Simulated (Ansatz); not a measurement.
A calculation with Ansatz 0.2.0 of Mo (native input, structure typed inline):

The input input.yaml:

```yaml
crystal:
  lattice:
    - [-1.5838089719, 1.5838089719, 1.5838089719]
    - [1.5838089719, -1.5838089719, 1.5838089719]
    - [1.5838089719, 1.5838089719, -1.5838089719]
  atoms:
    - { symbol: Mo, position: [0.0, 0.0, 0.0] }
hamiltonian:
  xc: lda
  pseudopotentials: { kind: paw }
  hubbard:
    sites: [{ species: Mo, l: d, u_eff: 5.3 }]
    projectors: ortho-atomic
kpoints:
  mp_grid: { grid: [12, 12, 12] }
scf:
  occupations: { method: fermi_dirac, width: 0.05 }
output:
  forces: true
  stress: true
relax:
  f_tol: 0.01
  max_steps: 40
  cell: { stress_tol: 0.05 }
```

Potentials or basis: Ansatz PAW.

Launch:

```bash
$ ansatz run input.yaml --threads 2 --pin off --max-ram 5120MiB --backend cpu --events-out ev --progress --plain --runs-dir out
```

**Question.** Write the same calculation in another form: ASE script, structure from a POSCAR.

**Answer.** As run:

run.py

```python
import json

import ase.io
import numpy as np

import ansatz as az

atoms = ase.io.read("POSCAR", format="vasp")

calculation = (
    az.Crystal.from_ase(atoms)
    .calculation()
    .kpoints(12, 12, 12)
    .functional("lda")
    .pseudopotentials(kind="paw")
    .hubbard(projectors="ortho-atomic")
    .hubbard("Mo", "d", u_eff=5.3)
    .occupations(method="fermi_dirac", width=0.05)
    .relax(force_tolerance=0.01, max_steps=40, cell=True, stress_tolerance=0.05)
    .forces()
    .stress()
)
outcome = calculation.run(threads=2, events_out="events.jsonl")

report = outcome.report
for line in open("events.jsonl"):
    event = json.loads(line)
    if event["event"] == "scf_iter":
        d = event["data"]
        print(f"SCF {d['iter']:3d}  HF = {d['harris_foulkes_ev']:.6f} eV  dr2 = {d['dr2_ev']:.2e} eV")
    elif event["event"] in ("relax_step", "md_step"):
        d = event["data"]
        print(f"{event['event']} {d['step']:3d}  E = {d['lagrangian_ev']:.6f} eV")
np.set_printoptions(precision=5, suppress=True, linewidth=110)
print("converged:", report["converged"], "after", report["n_iterations"], "iterations")
print(f"free energy {report['free_energy_ev']:.6f} eV, Fermi level {report['fermi_energy_ev']:.4f} eV")
for key in ("band_edges_ev", "magnetization_mub", "site_moments_mub", "site_moments_nc_mub", "forces_ev_ang",
                "stress_gpa"):
    if report.get(key) is not None:
        print(key, np.array(report[key]), sep="\n")
```

The input POSCAR:

```
Mo
1.0
   -1.5838089719      1.5838089719      1.5838089719
    1.5838089719     -1.5838089719      1.5838089719
    1.5838089719      1.5838089719     -1.5838089719
Mo
1
Direct
    0.0000000000      0.0000000000      0.0000000000
```

Potentials or basis: Ansatz PAW.

Launch:

```console
$ python run.py
```

Both were run:

|  | native input, structure typed inline | ASE script, structure from a POSCAR |
| --- | --- | --- |
| Relaxed volume | 15.31 Å³/atom | 15.31 Å³/atom |
| Relaxed cell | a = 2.709 Å, b = 2.709 Å, c = 2.709 Å, α = 109.47°, β = 109.47°, γ = 109.47° | a = 2.709 Å, b = 2.709 Å, c = 2.709 Å, α = 109.47°, β = 109.47°, γ = 109.47° |
| Space group after relaxing (to 0.05 Å) | Im-3m (No. 229) | Im-3m (No. 229) |
| Energy gained by relaxing | 17.3 meV/atom | 17.3 meV/atom |
| Ionic steps | 4 | 4 |
| Pressure after relaxing | 0.0 GPa | 0.0 GPa |

Keys that steer only the numerical path or the files written may differ.

Caveat: the U is typed as a test and isn't derived for this compound.
